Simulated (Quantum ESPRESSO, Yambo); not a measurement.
Planning a run of Yambo 5.3.0 on CaO (Lime). The input:

```
HF_and_locXC
gw0
dyson
ppa
em1d
rim_cut
RandQpts= 1000000
RandGvec= 1 RL
EXXRLvcs= 72 Ry
VXCRLvcs= 288 Ry
Chimod= "HARTREE"
% BndsRnXp
 1 | 124 |
%
NGsBlkXp= 15.5 Ry
% LongDrXp
 1 | 1 | 1 |
%
% GbndRnge
 1 | 124 |
%
DysSolver= "n"
ExtendOut
PPAPntXp= 27.21138 eV
% QPkrange
 1 | 1 | 7 | 10 |
 21 | 21 | 7 | 10 |
%
```

```sh
OMP_NUM_THREADS=1 mpirun -n 4 yambo -F gw1.in -J gw1 -C gw1 > gw1.log
```

The stored states that it reads are on a 8×8×8 mesh. It takes space group Fm-3m (No. 225, cubic). Conventional cell: a = 4.813 Å, b = 4.813 Å, c = 4.813 Å, α = 90.00°, β = 90.00°, γ = 90.00°. Nearest to Ca lie 6 O at 2.41 Å. Nearest to O lie 6 Ca at 2.41 Å. Farther neighbours and most contacts between anions are not listed.

Q: How long will it take on 4 MPI ranks of Intel Xeon 6975P-C (Granite Rapids), shared host, and how much memory?

It took 12 min; on shared hardware allow 6.1 min to 24 min. Peak host memory was 2.0 GiB.

The screening grows as filled bands × empty bands × pairs of k points, times the square of the screening basis for the matrix.

[Paths, hosts, dates, memory and timing lines, banners, echoed tables and standing remarks are left out of the program output.]

[Logs are printed without paths, hosts, clocks, repeated set-up lines and the standing remarks that a program may print on its own settings, such as how far it seeks lower states.]

[Runs of the session that timed out or met a known fault of the program may be left out.]

[Hosts, paths, dates, database ids (printed as entryN), source tags and the programs' standing remarks are cut or masked in the printed files.]
